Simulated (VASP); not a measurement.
# ZnSe (Stilleite) (F-43m) in VASP: notebook

One crystal, ZnSe (Stilleite), is run at these levels: PBEsol; tasks: relaxation of cell and atoms.

All numbers are computed with VASP 6.6.1; they aren't measurements. Logs are shortened: lines on timing, memory, paths and dates and some standing lists are left out, and cuts for length are marked.

## (1) The crystal as given

The structure is cubic, space group F-43m (No. 216). Conventional cell: a = 5.668 Å, b = 5.668 Å, c = 5.668 Å, α = 90.00°, β = 90.00°, γ = 90.00°. Zn (site symmetry -43m) is surrounded by 4 Se at 2.45 Å. Se (site symmetry -43m) has 4 Zn at 2.45 Å as nearest neighbours.

## (2) Relaxation of cell and atoms, PBEsol

INCAR reads:

```
SYSTEM = ZnSe
PREC = Accurate
ENCUT = 600
EDIFF = 1E-6
ISMEAR = 0
SIGMA = 0.03
LREAL = .False.
LASPH = .True.
NELM = 80
ALGO = Normal
ISIF = 3
LWAVE = .False.
LCHARG = .False.
GGA = PS
IBRION = 2
NSW = 90
EDIFFG = -0.01
```

KPOINTS reads:

```
regular mesh
0
Gamma
  8 8 8
  0 0 0
```

POSCAR reads:

```
ZnSe
1.0
    0.0000000000      2.8338000000      2.8338000000
    2.8338000000      0.0000000000      2.8338000000
    2.8338000000      2.8338000000      0.0000000000
Zn Se
1 1
Direct
    0.0000000000      0.0000000000      0.0000000000
    0.2500000000      0.2500000000      0.2500000000
```

Potentials or basis: VASP PAW PBE potentials, release 64 (Zn, Se).

On the command line:

```sh
$ cat potpaw_PBE.64/Zn/POTCAR potpaw_PBE.64/Se/POTCAR > POTCAR
$ mpirun -np 1 vasp_std > vasp.out
```

OUTCAR:

```text
SYSTEM = ZnSe
   PREC = Accurate
   ENCUT = 600
   EDIFF = 1E-6
   ISMEAR = 0
   LREAL = .False.
   LASPH = .True.
   NELM = 80
   ISIF = 3
   GGA = PS
   IBRION = 2
   NSW = 90
   EDIFFG = -0.01

 ion  position               nearest neighbor table
   1  0.000  0.000  0.000-   2 2.45   2 2.45   2 2.45   2 2.45
   2  0.250  0.250  0.250-   1 2.45   1 2.45   1 2.45   1 2.45

  LATTYP: Found a face centered cubic cell.
 ALAT       =     5.6676000000

  Lattice vectors:

 A1 = (   0.0000000000,   2.8338000000,   2.8338000000)
 A2 = (   2.8338000000,   0.0000000000,   2.8338000000)
 A3 = (   2.8338000000,   2.8338000000,   0.0000000000)

Analysis of symmetry for initial positions (statically):
=====================================================================
 Subroutine PRICEL returns:
 Original cell was already a primitive cell.

 Routine SETGRP: Setting up the symmetry group for a
 face centered cubic supercell.

 Subroutine GETGRP returns: Found 24 space group operations
 (whereof 24 operations were pure point group operations)
 out of a pool of 48 trial point group operations.

The static configuration has the point symmetry T_d .

Analysis of symmetry for dynamics (positions and initial velocities):
=====================================================================
 Subroutine PRICEL returns:
 Original cell was already a primitive cell.

 Routine SETGRP: Setting up the symmetry group for a
 face centered cubic supercell.

 Subroutine GETGRP returns: Found 24 space group operations
 (whereof 24 operations were pure point group operations)
 out of a pool of 48 trial point group operations.

The dynamic configuration has the point symmetry T_d .

 Subroutine INISYM returns: Found 24 space group operations
 (whereof 24 operations are pure point group operations),
 and found     1 'primitive' translations

----------------------------------------------------------------------------------------

                                     Primitive cell

  volume of cell :      45.5132

  direct lattice vectors                    reciprocal lattice vectors
     0.000000000  2.833800000  2.833800000    -0.176441527  0.176441527  0.176441527
     2.833800000  0.000000000  2.833800000     0.176441527 -0.176441527  0.176441527
     2.833800000  2.833800000  0.000000000     0.176441527  0.176441527 -0.176441527

  length of vectors
     4.007598393  4.007598393  4.007598393     0.305605690  0.305605690  0.305605690

  position of ions in fractional coordinates (direct lattice)
     0.000000000  0.000000000  0.000000000
     0.250000000  0.250000000  0.250000000

  ion indices of the primitive-cell ions
   primitive index   ion index
                 1           1
                 2           2

----------------------------------------------------------------------------------------

 KPOINTS: regular mesh

Automatic generation of k-mesh.
 Grid dimensions read from file:
 generate k-points for:    8    8    8

 Generating k-lattice:

  Cartesian coordinates                     Fractional coordinates (reciprocal lattice)
    -0.022055191  0.022055191  0.022055191     0.125000000  0.000000000  0.000000000
     0.022055191 -0.022055191  0.022055191     0.000000000  0.125000000  0.000000000
     0.022055191  0.022055191 -0.022055191     0.000000000  0.000000000  0.125000000

  Length of vectors
     0.038200711  0.038200711  0.038200711

  Shift w.r.t. Gamma in fractional coordinates (k-lattice)
     0.000000000  0.000000000  0.000000000

 Subroutine IBZKPT returns following result:
 ===========================================

 Found     29 irreducible k-points:

 Following reciprocal coordinates:
            Coordinates               Weight
  0.000000  0.000000  0.000000      1.000000
  0.125000  0.000000  0.000000      8.000000
  0.250000  0.000000  0.000000      8.000000
  0.375000  0.000000  0.000000      8.000000
  0.500000  0.000000  0.000000      4.000000
  0.125000  0.125000  0.000000      6.000000
[... 16 lines left out ...]
  0.500000  0.250000  0.125000     48.000000
 -0.375000  0.250000  0.125000     24.000000
 [... further k-points ...]
   k-points           NKPTS =     29   k-points in BZ     NKDIM =     29   number of bands    NBANDS=     13
   number of dos      NEDOS =    301   number of ions     NIONS =      2
   total plane-waves  NPLWV =  32768
   dimension x,y,z NGX =    32 NGY =   32 NGZ =   32
   dimension x,y,z NGXF=    64 NGYF=   64 NGZF=   64
   ions per type =               1   1
   NGX,Y,Z   is equivalent  to a cutoff of  13.27, 13.27, 13.27 a.u.
   NGXF,Y,Z  is equivalent  to a cutoff of  26.55, 26.55, 26.55 a.u.
 SYSTEM =  ZnSe
   PREC   = accura    normal or accurate (medium, high low for compatibility)
   ISTART =      0    job   : 0-new  1-cont  2-samecut
   ICHARG =      2    charge: 1-file 2-atom 10-const
   ISPIN  =      1    spin polarized calculation?
   LNONCOLLINEAR =      F non collinear calculations
   LSORBIT =      F    spin-orbit coupling
   LASPH  =      T    aspherical Exc in radial PAW
   ENCUT  =  600.0 eV  44.10 Ry    6.64 a.u.   8.00  8.00  8.00*2*pi/ulx,y,z
   NELM   =     80;   NELMIN=  2; NELMDL= -5     # of ELM steps
   EDIFF  = 0.1E-05   stopping-criterion for ELM
   LREAL  =      F    real-space projection
   EDIFFG = -.1E-01   stopping-criterion for IOM
   NSW    =     90    number of steps for IOM
   IBRION =      2    ionic relax: 0-MD 1-quasi-New 2-CG
   NFREE  =      1    steps in history (QN), initial steepest desc. (CG)
   ISIF   =      3    stress and relaxation
   ISYM   =      2    0-nonsym 1-usesym 2-fastsym
   POTIM  = 0.5000    time-step for ionic-motion
   TEBEG  =    0.0;   TEEND  =   0.0 temperature during run
   PSTRESS=    0.0 pullay stress
   NELECT =      18.0000    total number of electrons
   NUPDOWN=      -1.0000    fix difference up-down
   EMIN   =  10.00;   EMAX   =-10.00  energy-range for DOS
   EFERMI =   0.00;   METHOD = LEGACY
   ISMEAR =     0;   SIGMA  =   0.03  broadening in eV -4-tet -1-fermi 0-gaus
   EFERMI_NEDOS =   21; number of points for ismear=-14 and -15
   IALGO  =     38    algorithm
   IMIX   =      4    mixing-type and parameters
     AMIX     =   0.40;   BMIX     =  1.00
     AMIX_MAG =   1.60;   BMIX_MAG =  1.00
  volume/ion in A,a.u.               =      22.76       153.57
  Fermi-wavevector in a.u.,A,eV,Ry     =   1.201673  2.270834 19.647073  1.444019
  Thomas-Fermi vector in A             =   2.337476
   LORBIT       =      0    0 simple, 1 ext, 2 COOP (PROOUT), +10 PAW based schemes
   GGA     = PS    functional components
   LHFCALC =     F    Hartree Fock is set to
   AEXX    =    0.0000 exact exchange contribution
   IVDW    =     0    specifies the selected vdW correction
   LEPSILON=     F    determine dielectric tensor
   LRPA    =     F    only Hartree local field effects (RPA)
 conjugate gradient relaxation of ions
 non-spin polarized calculation
 Gauss-broadening in eV      SIGMA  =   0.03
  energy-cutoff  :      600.00
  volume of cell :       45.51
 maximum number of plane-waves:      1540
   NGX = 17   NGY = 17   NGZ = 17

--------------------------------------- Ionic step        1  -------------------------------------------

 number of electron      17.9999991 magnetization

 Free energy of the ion-electron system (eV)
  ---------------------------------------------------
  ext. energy  EPLUGINS =         0.00000000
  ---------------------------------------------------
  free energy    TOTEN  =        -6.77138296 eV

  energy without entropy =       -6.77138296  energy(sigma->0) =       -6.77138296

------------------------ aborting loop because EDIFF is reached ----------------------------------------

  FORCE on cell =-STRESS in cart. coord.  units (eV):
  Direction    XX          YY          ZZ          XY          YZ          ZX
  --------------------------------------------------------------------------------------
  -------------------------------------------------------------------------------------
  Total       -0.2581473     -0.2581473     -0.2581473      0.0000000      0.0000000     -0.0000000
  in kB       -9.0874181     -9.0874181     -9.0874181      0.0000000      0.0000000     -0.0000000
  external PRESSURE =      -9.0874181 kB  Pullay stress =       0.0000000 kB
[... 57 lines left out ...]
  energy  without entropy=       -6.7730713438  energy(sigma->0) =       -6.77307134

--------------------------------------- Ionic step        3  -------------------------------------------

 number of electron      17.9999986 magnetization

 Free energy of the ion-electron system (eV)
  ---------------------------------------------------
  ext. energy  EPLUGINS =         0.00000000
  ---------------------------------------------------
  free energy    TOTEN  =        -6.77324114 eV

  energy without entropy =       -6.77324114  energy(sigma->0) =       -6.77324114

 E-fermi :   1.7391     XC(G=0):  -9.5897

 val. band max:        1.6082360539   @ k =   0.0000   0.0000   0.0000
 cond. band min:       2.8344949627   @ k =   0.0000   0.0000   0.0000
 fundamental gap:      1.2262589088
 Fermi energy:         1.7390871907

 k-point     1 :       0.0000    0.0000    0.0000
  band No.  band energies     occupation
      1     -11.7685      2.00000
      2      -5.0013      2.00000
      3      -5.0013      2.00000
      4      -5.0013      2.00000
      5      -4.6170      2.00000
      6      -4.6170      2.00000
      7       1.6082      2.00000
      8       1.6082      2.00000
      9       1.6082      2.00000
     10       2.8345      0.00000
     11       7.3353      0.00000
     12       7.3353      0.00000
     13       7.3353      0.00000
[... 353 lines left out ...]
 k-point    24 :      -0.3750    0.2500    0.1250
  band No.  band energies     occupation
      1     -10.8096      2.00000
      2      -4.8969      2.00000
      3      -4.8562      2.00000
      4      -4.6529      2.00000
      5      -4.6102      2.00000
      6      -4.4010      2.00000
      7      -3.4113      2.00000
      8      -0.8845      2.00000
      9       0.0901      2.00000
     10       5.8074      0.00000
     11       7.0234      0.00000
     12       8.9811      0.00000
     13      10.2159      0.00000

 [... further k-points ...]
[... 5 lines left out ...]
  --------------------------------------------------------------------------------------
  -------------------------------------------------------------------------------------
  Total        0.0026510      0.0026510      0.0026510      0.0000000     -0.0000000     -0.0000000
  in kB        0.0946308      0.0946308      0.0946308      0.0000000     -0.0000000     -0.0000000
  external PRESSURE =       0.0946308 kB  Pullay stress =       0.0000000 kB
[... 17 lines left out ...]
  FREE ENERGIE OF THE ION-ELECTRON SYSTEM (eV)
  ---------------------------------------------------
  free  energy   TOTEN  =        -6.7732411403 eV

  energy  without entropy=       -6.7732411403  energy(sigma->0) =       -6.77324114

 reached required accuracy - stopping structural energy minimisation
```

It took 24 s on 1 thread of AMD EPYC 9R45 (Zen 5), shared host; peak memory 0.17 GiB.

Results:

```
Free energy                            : -6.7732 eV
Relaxed volume                         : 22.44 Å³/atom
Relaxed cell                           : a = 3.989 Å, b = 3.989 Å, c = 3.989 Å, α = 60.00°, β = 60.00°, γ = 60.00°
Space group after relaxing (to 0.05 Å) : F-43m (No. 216)
Energy gained by relaxing              : 0.9 meV/atom
Ionic steps                            : 3
Pressure after relaxing                : 0.0 GPa
Band gap on the k mesh                 : 1.23 eV, direct
```

The path:
```tsv
step	energy change (eV)	largest force (eV/Å)	pressure (GPa)	volume (Å³)
1	0.0000	0.0000	-0.91	45.51
2	-0.0017	0.0000	0.45	44.67
3	-0.0019	0.0000	0.01	44.88
```

Final structure:
```
Zn Se
1.0
     0.00000    2.82066    2.82066
     2.82066    0.00000    2.82066
     2.82066    2.82066    0.00000
Zn Se
1 1
Direct
  0.00000 0.00000 0.00000
  0.25000 0.25000 0.25000
```

Levels at points of the mesh, in eV from the valence-band top:
```
           k point  band 5  band 6  band 7  band 8  band 9  band 10  band 11  band 12  band 13
(0.00, 0.00, 0.00)   -6.23   -6.23    0.00    0.00    0.00     1.23     5.73     5.73     5.73
(0.50, 0.00, 0.00)   -6.21   -6.06   -5.37   -0.90   -0.90     2.47     6.30     6.30     8.44
(0.50, 0.50, 0.00)   -6.17   -6.04   -4.85   -2.26   -2.26     2.81     3.37    10.71    11.27
```

Caveat: the PAW data sets were made with another functional, which shifts forces and pressure a little. A hybrid or GW would open this gap; PBEsol tends to underestimate it.

## (3) Relaxation of cell and atoms, PBEsol

This run uses another cell than the first one, of 22.44 Å³/atom, 0.986 times its volume.

INCAR, as its differences from that of step 2:

```diff
@@ -3,3 +3,3 @@
 ENCUT = 600
-EDIFF = 1E-6
+EDIFF = 1E-7
 ISMEAR = 0
@@ -16,2 +16,2 @@
 NSW = 90
-EDIFFG = -0.01
+EDIFFG = -0.005
```

KPOINTS is that of step 2.

POSCAR reads:

```
ZnSe                                    
1.0
    0.0000000000      2.8206646092      2.8206646092
    2.8206646092      0.0000000000      2.8206646092
    2.8206646092      2.8206646092     -0.0000000000
  Zn              Se            
     1     1
Direct
     0.0000000000000000    0.0000000000000000    0.0000000000000000
     0.2500000000000000    0.2500000000000000    0.2500000000000000
```

Potentials or basis: VASP PAW PBE potentials, release 64 (Zn, Se).

On the command line:

```sh
$ cat potpaw_PBE.64/Zn/POTCAR potpaw_PBE.64/Se/POTCAR > POTCAR
$ mpirun -np 1 vasp_std > vasp.out
```

Run time: 12 s. Hardware: 1 thread of AMD EPYC 9R45 (Zen 5), shared host; peak memory 0.15 GiB.

It converged, with:

```
Free energy             : -6.7731 eV
Pressure after relaxing : 0.0 GPa
Band gap on the k mesh  : 1.23 eV, direct
```

Final structure:
```xyz
2
Lattice="0.0000 2.8207 2.8207 2.8207 0.0000 2.8207 2.8207 2.8207 0.0000" Properties=species:S:1:pos:R:3 pbc="T T T"
Zn    0.0000    0.0000    0.0000
Se    1.4103    1.4103    1.4103
```

Levels at points of the mesh, in eV from the valence-band top:
```csv
k point,band 7,band 8,band 9,band 10,band 11,band 12
"(0.00, 0.00, 0.00)",0.00,0.00,0.00,1.23,5.73,5.73
"(0.50, 0.00, 0.00)",-5.37,-0.90,-0.90,2.47,6.30,6.30
"(0.50, 0.50, 0.00)",-4.85,-2.26,-2.26,2.81,3.37,10.71
```

Caveat: the relaxation stopped at its first step, so nothing moved; the PAW data sets were made with another functional, which shifts forces and pressure a little.

## (4) Relaxation of cell and atoms, PBEsol

INCAR reads:

```
SYSTEM = ZnSe
ALGO = Normal ; EDIFF = 1E-6
EDIFFG = -0.01 ; ENCUT = 600
GGA = PS ; IBRION = 2
ISIF = 3 ; ISMEAR = 0
LASPH = .True. ; LCHARG = .False.
LREAL = .False. ; LWAVE = .False.
NELM = 80 ; NSW = 90
PREC = Accurate ; SIGMA = 0.03
```

KPOINTS reads:

```
k-points
0
Gamma
  8 8 8
  0 0 0
```

POSCAR reads:

```
ZnSe
1.0
    0.0000000000      2.8338000000      2.8338000000
    2.8338000000      0.0000000000      2.8338000000
    2.8338000000      2.8338000000      0.0000000000
Zn Se
1 1
Direct
    0.0000000000      0.0000000000      0.0000000000
    0.2500000000      0.2500000000      0.2500000000
```

On the command line:

```sh
$ cat potpaw_PBE.64/Zn/POTCAR potpaw_PBE.64/Se/POTCAR > POTCAR
$ mpirun -np 1 vasp_std > vasp.out
```

Run time: 32 s. Hardware: 1 thread of Intel Xeon Platinum 8488C (Sapphire Rapids), shared host; peak memory 0.19 GiB.

Results (log left out):

- Free energy: -6.7732 eV
- Relaxed volume: 22.44 Å³/atom
- Relaxed cell: a = 3.989 Å, b = 3.989 Å, c = 3.989 Å, α = 60.00°, β = 60.00°, γ = 60.00°
- Space group after relaxing (to 0.05 Å): F-43m (No. 216)
- Energy gained by relaxing: 0.9 meV/atom
- Ionic steps: 3
- Pressure after relaxing: 0.0 GPa
- Band gap on the k mesh: 1.23 eV, direct

Step by step:
| step | energy change (eV) | largest force (eV/Å) | pressure (GPa) | volume (Å³) |
| --- | --- | --- | --- | --- |
| 1 | 0.0000 | 0.0000 | -0.91 | 45.51 |
| 2 | -0.0017 | 0.0000 | 0.45 | 44.67 |
| 3 | -0.0019 | 0.0000 | 0.01 | 44.88 |

Final structure:
```
Zn Se
1.0
     0.00000    2.82066    2.82066
     2.82066    0.00000    2.82066
     2.82066    2.82066    0.00000
Zn Se
1 1
Direct
  0.00000 0.00000 0.00000
  0.25000 0.25000 0.25000
```

Levels at points of the mesh, in eV from the valence-band top:
```tsv
k point	band 7	band 8	band 9	band 10	band 11	band 12
(0.00, 0.00, 0.00)	0.00	0.00	0.00	1.23	5.73	5.73
(0.50, 0.00, 0.00)	-5.37	-0.90	-0.90	2.47	6.30	6.30
(0.50, 0.50, 0.00)	-4.85	-2.26	-2.26	2.81	3.37	10.71
```

Caveat: the PAW data sets were made with another functional, which shifts forces and pressure a little. Expect the measured gap to be larger: semilocal functionals such as PBEsol lack the derivative discontinuity.
